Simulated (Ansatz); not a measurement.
The calculation used Ansatz 0.2.0, DFT PBE, scalar-relativistic, plane waves, PAW. Settings: cutoff 420 eV, Γ-centred meshes spaced at most about 0.3 Å⁻¹, and about 0.25 Å⁻¹ or finer for metals (2π included), Gaussian smearing. No spin polarisation.

Each guess is relaxed in cell and atoms at zero pressure, on a coarse mesh first where it starts far from rest and then on a converged one. The steps can't lower the symmetry of the start, but it can rise. Energies are static (0 K, no zero-point motion).

Two unrelaxed guesses for Si4Ge:

A.

```cif
data_structure
_symmetry_space_group_name_H-M 'P6_3/mmc'
_symmetry_Int_Tables_number 194
_cell_length_a 2.8329
_cell_length_b 2.8329
_cell_length_c 23.0410
_cell_angle_alpha 90.000
_cell_angle_beta 90.000
_cell_angle_gamma 120.000
_cell_volume 160.14
loop_
_atom_site_label
_atom_site_type_symbol
_atom_site_symmetry_multiplicity
_atom_site_Wyckoff_symbol
_atom_site_fract_x
_atom_site_fract_y
_atom_site_fract_z
_atom_site_occupancy
Si1 Si 4 f 0.33333 0.66667 0.65000 1
Si2 Si 4 f 0.33333 0.66667 0.05000 1
Ge1 Ge 2 c 0.33333 0.66667 0.25000 1
```

B.

```cif
data_structure
_symmetry_space_group_name_H-M 'I4/m'
_symmetry_Int_Tables_number 87
_cell_length_a 6.3264
_cell_length_b 6.3264
_cell_length_c 4.0011
_cell_angle_alpha 90.000
_cell_angle_beta 90.000
_cell_angle_gamma 90.000
_cell_volume 160.14
loop_
_atom_site_label
_atom_site_type_symbol
_atom_site_symmetry_multiplicity
_atom_site_Wyckoff_symbol
_atom_site_fract_x
_atom_site_fract_y
_atom_site_fract_z
_atom_site_occupancy
Si1 Si 8 h 0.20000 0.40000 0.50000 1
Ge1 Ge 2 b 0.00000 0.00000 0.50000 1
```

Task: Which guess leads to the lower structure, and by how much?

Result: B ends lower, by 47 meV/atom. A: P6_3/mmc at 16.0 Å³/atom → P6_3/mmc at 15.5 Å³/atom; B: I4/m at 16.0 Å³/atom → I4/m at 16.0 Å³/atom. Counting Si atoms around Ge (those within 1.25 times the shortest such distance or 1.15 times the sum of covalent radii; a plus sign parts nearer from farther groups; the shortest distance is added where it is long for a bond), the end of A has Ge 6 from 3.0 Å and the end of B has Ge 4+8 from 2.7 Å. End of A. Conventional cell: a = 2.782 Å, c = 23.196 Å. Si on its first site has 12 Si at 2.70–2.78 Å; Si on its second site is surrounded by 9 Si at 2.70–2.78 Å and 3 Ge at 2.99 Å; around Ge lie 6 Ge at 2.78 Å and 6 Si at 2.99 Å. End of B. Conventional cell: a = 7.008 Å, c = 3.252 Å. Si has 6 Si at 2.61–2.64 Å, 1 Ge at 2.74 Å, 1 Si at 2.88 Å, 2 Ge at 3.09 Å and 2 Si at 3.25 Å; around Ge lie 4 Si at 2.74 Å, 8 Si at 3.09 Å and 2 Ge at 3.25 Å.

Ends held by symmetry can be saddle points. Neither end is the lowest form computed: that has Si and Ge ordered on diamond sites, space group I4_1/a (No. 88) and lies 0.45 eV/atom below the better end. Even the lowest of the cells shown lies +0.46 eV/atom against the elements. Some types were kept out of the candidates beforehand, so the set may lack a known form.
